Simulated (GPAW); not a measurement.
# BaTiO3 (P1) in GPAW: dielectric tensor with PBE

Aim: the dielectric tensor of BaTiO3 with PBE.

All numbers are computed with GPAW 26.7.0; they aren't measurements. Logs are shortened: lines on timing, memory, paths and dates and some standing lists are left out, and cuts for length are marked. The log counts tension as positive stress, the text compression.

### 1 The cell of the first run

The typed cell holds 5 atoms: a = 4.004 Å, b = 4.004 Å, c = 4.004 Å, α = 89.85°, β = 89.85°, γ = 89.85°.

### 2 Dielectric tensor, PBE (all atoms moved at random, sigma 0.05 Å a component)

The input, run.py:

```python
import numpy as np
from ase.dft.bandgap import bandgap
from ase.io import read, write
from gpaw import GPAW, PW
from gpaw.response.df import DielectricFunction

atoms = read('BaTiO3.xyz')

calc = GPAW(mode=PW(600),
            xc='PBE',
            kpts={'size': (5, 5, 5), 'gamma': True},
            occupations={'name': 'fermi-dirac', 'width': 0.001},
            nbands=36,
            convergence={'density': 1e-06},
            maxiter=150,
            txt='gpaw.txt')
atoms.calc = calc
energy = atoms.get_potential_energy()
calc.write('gs.gpw')
write('result.traj', atoms)
print(f'Energy: {energy:.6f} eV')
print('Fermi level:', round(calc.get_fermi_level(), 4), 'eV')
print(f'Gap: {bandgap(calc)[0]:.4f} eV, direct: {bandgap(calc, direct=True)[0]:.4f} eV')

for size in [(4, 4, 4), (6, 6, 6)]:
    name = 'x'.join(str(n) for n in size)
    dense = calc.fixed_density(kpts={'size': size, 'gamma': True},
                               nbands=66, convergence={'bands': 60, 'eigenstates': 1e-7},
                               update_fermi_level=True, txt=f'dense-{name}.txt')
    dense.write(f'{name}.gpw', mode='all')
    df = DielectricFunction(f'{name}.gpw', frequencies=np.array([0.0]), hilbert=False, eta=0.001,
                            ecut=80, nbands=60, intraband=False, txt=f'df-{name}.txt')
    for xc in ['RPA', 'LR0.2', 'LR0.1']:
        for direction in ['x', 'y', 'z', [0, 1, 1], [1, 0, 1], [1, 1, 0]]:
            e0, e = df.get_macroscopic_dielectric_constant(xc=xc, direction=direction)
            print(f'{name} {xc} {direction}: {e0:.4f} without, {e:.4f} with local fields')
```

The input, BaTiO3.xyz:

```xyz
5
Lattice="2.8276681600 1.6325549700 2.3177316100 -2.8276681600 1.6325549700 2.3177316100 0.0000000000 -3.2651099400 2.3177316100" Properties=species:S:1:pos:R:3 pbc="T T T"
Ba    -2.7004100007      1.6623754966      2.3728459929
Ti    -0.0604598433     -0.0667327741      3.6407396312
O     -0.0308213850     -1.5654711476      4.5301123289
O     -1.4486854859      0.8431822195      4.4790563172
O      1.4127085832      0.7592011920      4.5298613186
```

Potentials or basis: GPAW PAW data sets (gpaw-data 1.2.1), pw.

Command:

```sh
> OMP_NUM_THREADS=1 python run.py
```

gpaw.txt:

```text
__  _  _
 | _ |_)|_||  |
 |__||  | ||/\| - 26.7.0

Input parameters:
  mode=PW(ecut=600.0),
  convergence={'density': 1e-06},
  kpts=MonkhorstPack(size=(5, 5, 5), gamma=True),
  maxiter=150,
  nbands=36,
  occupations=Occupations(name='fermi-dirac', width=0.001),
  xc=XC(name='PBE')

Diagonalizing LCAO Hamiltonian
Converting LCAO to pw mode

           O      O
              O
              Ti
         Ba

Atoms  # Å, Bohr magnetons
|   | symbol |         x |         y |        z |    initial magnetic moments |
|---|--------|-----------|-----------|----------|-----------------------------|
| 0 |     Ba | -2.700410 |  1.662375 | 2.372846 | ( 0.0000,  0.0000,  0.0000) |
| 1 |     Ti | -0.060460 | -0.066733 | 3.640740 | ( 0.0000,  0.0000,  0.0000) |
| 2 |      O | -0.030821 | -1.565471 | 4.530112 | ( 0.0000,  0.0000,  0.0000) |
| 3 |      O | -1.448685 |  0.843182 | 4.479056 | ( 0.0000,  0.0000,  0.0000) |
| 4 |      O |  1.412709 |  0.759201 | 4.529861 | ( 0.0000,  0.0000,  0.0000) |

Unit cell  # Å
| periodic |         x |         y |        z |  lengths |    angles |
|----------|-----------|-----------|----------|----------|-----------|
|      yes |  2.827668 |  1.632555 | 2.317732 | 4.004101 | 89.852021 |
|      yes | -2.827668 |  1.632555 | 2.317732 | 4.004101 | 89.852021 |
|      yes |  0.000000 | -3.265110 | 2.317732 | 4.004101 | 89.852021 |

Number of symmetries: 1
Symmetry operations  # r_c * U_cc + t_c -> r_c
|   | kind |            matrix            |
|---|------|------------------------------|
| 0 |  E   |  1, 0, 0,  0, 1, 0,  0, 0, 1 |

BZ-sampling:
  Number of BZ points: 125
  Number of IBZ points: 63

  Monkhorst-Pack size: [5, 5, 5]
  Monkhorst-Pack shift: [0, 0, 0]

K-points  # in reciprocal-cell coordinates
|     |                                coordinates |     weight |
|-----|--------------------------------------------|------------|
|   0 | (  0.00000000,   0.00000000,   0.00000000) | 0.00800000 |
|   1 | (  0.00000000,   0.00000000,   0.20000000) | 0.01600000 |
|   2 | (  0.00000000,   0.00000000,   0.40000000) | 0.01600000 |
|   3 | (  0.00000000,   0.20000000,  -0.40000000) | 0.01600000 |
|   4 | (  0.00000000,   0.20000000,  -0.20000000) | 0.01600000 |
|   5 | (  0.00000000,   0.20000000,   0.00000000) | 0.01600000 |
|   6 | (  0.00000000,   0.20000000,   0.20000000) | 0.01600000 |
|   7 | (  0.00000000,   0.20000000,   0.40000000) | 0.01600000 |
|   8 | (  0.00000000,   0.40000000,  -0.40000000) | 0.01600000 |
|   9 | (  0.00000000,   0.40000000,  -0.20000000) | 0.01600000 |
| ... |                                            |            |
|  62 | (  0.40000000,   0.40000000,   0.40000000) | 0.01600000 |

Plane wave coefficients: 2168
Cutoff: 600.0 eV

Spin-components: 1 (collinear spins)
Bands:           36
Projectors:      27
Spin-degeneracy: 2
Datatype:        complex128

Parallelization:
  kpt:    1
  domain: 1
  band:   1

Density:
  Valence electrons: 40.0
  Components: 1
  Grid points: [24 24 24]
  Charge: 0.0  # |e|

Potential:
  Grid points: [24 24 24]

species:
  Ba:
    name:    Barium
    Z:       56.0
    valence: 10
    core:    46
    charge:  0.0  # [|e|]
    compensation charges:
      type: gauss
      rc: 0.37  # [Å]
      lmax: 2
    cutoffs:
      filter: 2.06  # [Å]
      core: 2.33  # [Å]
    projectors
    | kind |    occ | energy [eV] | rcut [Å] |
    |------|--------|-------------|----------|
    |   5s |  2.000 |     -33.644 |    1.164 |
    |   6s |  2.000 |      -3.229 |    1.164 |
    |   5p |  6.000 |     -18.744 |    1.164 |
    |    p |        |       0.000 |    1.164 |
    |    d |        |       0.000 |    1.164 |
    |    d |        |      27.211 |    1.164 |

    Using partial waves for Ba as LCAO basis

  Ti:
    name:    Titanium
    Z:       22.0
    valence: 12
    core:    10
    charge:  0.0  # [|e|]
    compensation charges:
      type: gauss
      rc: 0.38  # [Å]
      lmax: 2
    cutoffs:
      filter: 2.23  # [Å]
      core: 1.02  # [Å]
    projectors
    | kind |    occ | energy [eV] | rcut [Å] |
    |------|--------|-------------|----------|
    |   3s |  2.000 |     -62.623 |    1.270 |
    |   4s |  2.000 |      -4.466 |    1.270 |
    |   3p |  6.000 |     -38.862 |    1.058 |
    |   4p |  0.000 |      -1.466 |    1.058 |
    |   3d |  2.000 |      -4.258 |    1.058 |
    |    d |        |      22.953 |    1.058 |

    Using partial waves for Ti as LCAO basis

  O:
    name:    Oxygen
    Z:       8.0
    valence: 6
    core:    2
    charge:  0.0  # [|e|]
    compensation charges:
      type: gauss
      rc: 0.21  # [Å]
      lmax: 2
    cutoffs:
      filter: 1.17  # [Å]
      core: 0.83  # [Å]
    projectors
    | kind |    occ | energy [eV] | rcut [Å] |
    |------|--------|-------------|----------|
    |   2s |  2.000 |     -23.961 |    0.688 |
    |   2p |  4.000 |      -9.029 |    0.598 |
    |    s |        |       3.251 |    0.688 |
    |    p |        |      18.182 |    0.598 |
    |    d |        |       0.000 |    0.619 |

    Using partial waves for O as LCAO basis

Reference energy: -250624.413696  # eV

eigensolver:
  PPCG
  Converge bands: occupied
  niter=2

density mixing:
  MSR1-Mixer
  Pratt-step length: 0.05
  Maximum mixing coefficient: 0.75
  Old densities: 10
  SVD Regularization: 0.005
  Good broyden scale: 1.0
  Trust region scale: 1.0
  Backstep threshold: 4.0
  History deletion threshold: 6.0
  Fourier metric: weight=20.0, sigma=0.015

occupation numbers:
  Fermi-Dirac:
    width: 0.0010  # eV

poisson solver:
  ecut: 4800.0  # eV

xc functional:
  name: PBE with 2 nearest neighbor stencil

convergence criteria:
- Maximum integral of absolute [dens]ity change: 1e-06 electrons / valence electron
- Maximum [total energy] change in last 3 cyles: 0.0005 eV / valence electron
- Maximum integral of absolute [eigenst]ate change: 4e-08 eV^2 / valence electron
maximum number of iterations: 150

SCF iterations
|iter     | |      energy | eigst |  dens |
|---------|-|-------------|-------|-------|
|iter:   1| |  -43.949793 | +0.11 |       |
|iter:   2| |  -42.342293 | -1.56 | -0.87 |
|iter:   3| |  -39.150085 | -0.99 | -0.94 |
|iter:   4| |  -38.995171 | -2.23 | -1.47 |
|iter:   5| |  -38.974961 | -2.88 | -1.64 |
|iter:   6| |  -38.981485 | -3.46 | -1.98 |
|iter:   7| |  -38.981373c| -4.28 | -2.63 |
|iter:   8| |  -38.981486c| -5.00 | -2.94 |
|iter:   9| |  -38.981484c| -6.22 | -3.48 |
|iter:  10| |  -38.981486c| -7.32 | -4.01 |
|iter:  11| |  -38.981486c| -7.94c| -4.68 |
|iter:  12| |  -38.981486c| -8.42c| -5.12 |
|iter:  13| |  -38.981486c| -8.83c| -5.50 |
|iter:  14| |  -38.981486c|-10.05c| -6.29c|

Converged in 14 steps
Energy contributions relative to reference atoms: (reference = -250624.413696)

Energy contributions:
  Kinetic:          53.185144
  Coulomb:         -53.145498
  Zero:              0.529052
  External:          0.000000
  Xc:              -39.550184
  Entropy:          -0.000000
  Spinorbit:         0.000000
  ----------------------------
  Free energy:     -38.981486
  Extrapolated:    -38.981486

dipole moment: (-30.947970, 21.423587, 3.934865)  # |e|*Ang

Fermi level: 8.643
Eigenvalues  # (at kpt = [0.000, 0.000, 0.000])
| band index |      eig [eV] | occ [0-2] |
|------------|---------------|-----------|
|          0 |       -48.389 |     2.000 |
|        ... |               |           |
|         12 |         5.369 |     2.000 |
|         13 |         5.457 |     2.000 |
|         14 |         5.855 |     2.000 |
|         15 |         5.878 |     2.000 |
|         16 |         6.397 |     2.000 |
|         17 |         6.865 |     2.000 |
[... 8 lines left out ...]
|         26 |        12.937 |     0.000 |
|         27 |        14.894 |     0.000 |
|        ... |               |           |
|         35 |        26.741 |     0.000 |

Gap: 2.848 eV
Transition (v -> c):
  (s=0, k=40, n=19, [0.40, -0.40, 0.00]) -> (s=0, k=0, n=20, [0.00, 0.00, 0.00])
Direct/indirect transitions are different
Direct gap: 3.329 eV
Transition at: (s=0, k=0, n=19, [0.00, 0.00, 0.00])
# Writing to gs.gpw (mode='')
```

stdout:

```text
Energy: -38.981486 eV
Fermi level: 8.6426 eV
Gap: 2.8477 eV, direct: 3.3288 eV
4x4x4 RPA x: 5.5617 without, 5.1439 with local fields
4x4x4 RPA y: 5.5487 without, 4.9931 with local fields
[... 22 lines left out ...]
6x6x6 LR0.2 x: 5.6303 without, 5.5176 with local fields
6x6x6 LR0.2 y: 5.5557 without, 5.2749 with local fields
6x6x6 LR0.2 z: 5.0361 without, 4.7658 with local fields
6x6x6 LR0.2 [0, 1, 1]: 5.3693 without, 5.2073 with local fields
6x6x6 LR0.2 [1, 0, 1]: 5.4504 without, 5.3133 with local fields
6x6x6 LR0.2 [1, 1, 0]: 5.5642 without, 5.4253 with local fields
6x6x6 LR0.1 x: 5.6303 without, 5.3588 with local fields
6x6x6 LR0.1 y: 5.5557 without, 5.1320 with local fields
6x6x6 LR0.1 z: 5.0361 without, 4.6543 with local fields
6x6x6 LR0.1 [0, 1, 1]: 5.3693 without, 5.0690 with local fields
6x6x6 LR0.1 [1, 0, 1]: 5.4504 without, 5.1682 with local fields
6x6x6 LR0.1 [1, 1, 0]: 5.5642 without, 5.2726 with local fields
```

Run time: 9.3 min. Hardware: 1 thread of Intel Xeon Platinum 8259CL at 2.50GHz (Skylake/Cascade Lake), shared host; peak memory 0.93 GiB.

Results:

```
Free energy                             : -38.9815 eV
Band gap on the k mesh                  : 2.85 eV, indirect (least direct gap 3.33 eV)
Electronic dielectric tensor (diagonal) : 5.21, 5.00, 4.55
```

Electronic dielectric tensor:
```
5.21 0.03 0.15
0.03 5.00 0.17
0.15 0.17 4.55
```

Caveat: the long-wavelength limit can be off by several per cent where d states take part; spin-orbit coupling is left out, which moves the levels of the heavy elements. A k mesh can miss the band edges.
